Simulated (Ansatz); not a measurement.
# Mg5ZnO6: one candidate of a structure search

The task: take a trial cell of Mg5ZnO6 to zero force and stress, then test the end with a random kick.

Computed with Ansatz 0.2.0 (DFT PBE, scalar-relativistic, plane waves, PAW, unless a step's input says otherwise).

## (1) The structure to begin with

Symmetry: P4/mmm, No. 123, tetragonal system. Conventional cell: a = 3.311 Å, b = 3.311 Å, c = 14.048 Å, α = 90.00°, β = 90.00°, γ = 90.00°. Mg (site symmetry 4mm) has 6 O at 2.34 Å in its first shell of neighbours. Mg (site symmetry 4/mmm) is surrounded by 6 O at 2.34 Å. Around Zn (site symmetry 4/mmm) lie 6 O at 2.34 Å. O (site symmetry 4/mmm) has 6 Mg at 2.34 Å in its first shell of neighbours. O (site symmetry 4mm) is surrounded by 6 Mg at 2.34 Å. O (site symmetry 4mm) has 5 Mg at 2.34 Å and 1 Zn at 2.34 Å in its first shell of neighbours. O (site symmetry 4/mmm) is surrounded by 4 Zn at 2.34 Å and 2 Mg at 2.34 Å.

Structure file:

```cif
data_structure
_symmetry_space_group_name_H-M 'P 1'
_symmetry_Int_Tables_number 1
_cell_length_a 3.3112
_cell_length_b 3.3112
_cell_length_c 14.0482
_cell_angle_alpha 90.000
_cell_angle_beta 90.000
_cell_angle_gamma 90.000
_cell_volume 154.03
loop_
_atom_site_label
_atom_site_type_symbol
_atom_site_fract_x
_atom_site_fract_y
_atom_site_fract_z
_atom_site_occupancy
Mg1 Mg 0.00000 0.00000 0.66667 1
Mg2 Mg 0.50000 0.50000 0.50000 1
Mg3 Mg 0.00000 0.00000 0.33333 1
Mg4 Mg 0.50000 0.50000 0.16667 1
Mg5 Mg 0.50000 0.50000 0.83333 1
Zn1 Zn 0.00000 0.00000 0.00000 1
O1 O 0.00000 0.00000 0.50000 1
O2 O 0.50000 0.50000 0.33333 1
O3 O 0.00000 0.00000 0.16667 1
O4 O 0.50000 0.50000 0.00000 1
O5 O 0.00000 0.00000 0.83333 1
O6 O 0.50000 0.50000 0.66667 1
```

The start is an ordering of an alloy on its end members' structure types: elements ordered on the sites of the ZnO type, Zn/Mg on Zn (P4/mmm, No. 123).

## (2) The guess as it stands, on a coarse mesh

The input, input.yaml:

```yaml
crystal:
  lattice:
    - [3.31120411, 0.0, 0.0]
    - [0.0, 3.31120411, 0.0]
    - [0.0, 0.0, 14.04824929]
  atoms:
    - { symbol: Mg, position: [0.0, 0.0, 0.66666667] }
    - { symbol: Mg, position: [0.5, 0.5, 0.5] }
    - { symbol: Mg, position: [0.0, 0.0, 0.33333333] }
    - { symbol: Mg, position: [0.5, 0.5, 0.16666667] }
    - { symbol: Mg, position: [0.5, 0.5, 0.83333333] }
    - { symbol: Zn, position: [0.0, 0.0, 0.0] }
    - { symbol: O, position: [0.0, 0.0, 0.5] }
    - { symbol: O, position: [0.5, 0.5, 0.33333333] }
    - { symbol: O, position: [0.0, 0.0, 0.16666667] }
    - { symbol: O, position: [0.5, 0.5, 0.0] }
    - { symbol: O, position: [0.0, 0.0, 0.83333333] }
    - { symbol: O, position: [0.5, 0.5, 0.66666667] }
basis:
  ecutwfc: 420
kpoints:
  mp_grid: { grid: [6, 6, 2] }
hamiltonian:
  xc: pbe
scf:
  occupations: { method: gaussian, width: 0.1 }
  lower_state_search: "off"
output:
  forces: true
  stress: true
  eigenvalues: true
```

Launch:

```sh
$ ansatz run input.yaml --threads 1 --pin off --max-ram 2560MiB --backend cpu --events-out ev --progress --plain --runs-dir out
```

Further runs follow: a loose first relaxation; final relaxation; reference for the kick test; kicked and relaxed without symmetry.

Before running it: what results should come out? Wanted: conventional cell; volume; energy over the elements; gap on the mesh.

The runs gave:

| quantity | value |
| --- | --- |
| symmetry at the end (tolerance 0.02 Å) | space group P4/mmm (No. 123) |
| conventional cell | a = 3.019 Å, b = 3.019 Å, c = 12.799 Å, α = 90.00°, β = 90.00°, γ = 90.00° |
| volume | 9.72 Å³/atom |
| energy over the elements (uncorrected; H, N, O, F and Cl as molecules) | -2.45 eV/atom |
| gap on the mesh | 2.68 eV |

In words: The space group P4/mmm (No. 123) is kept, and the volume per atom shrinks by 24.3 % from the first guess. A negative formation energy is needed for stability but isn't enough; other structures and compounds were not set against it here. It survived the kick, though modes of other wave vectors, which need another repeat, weren't probed.
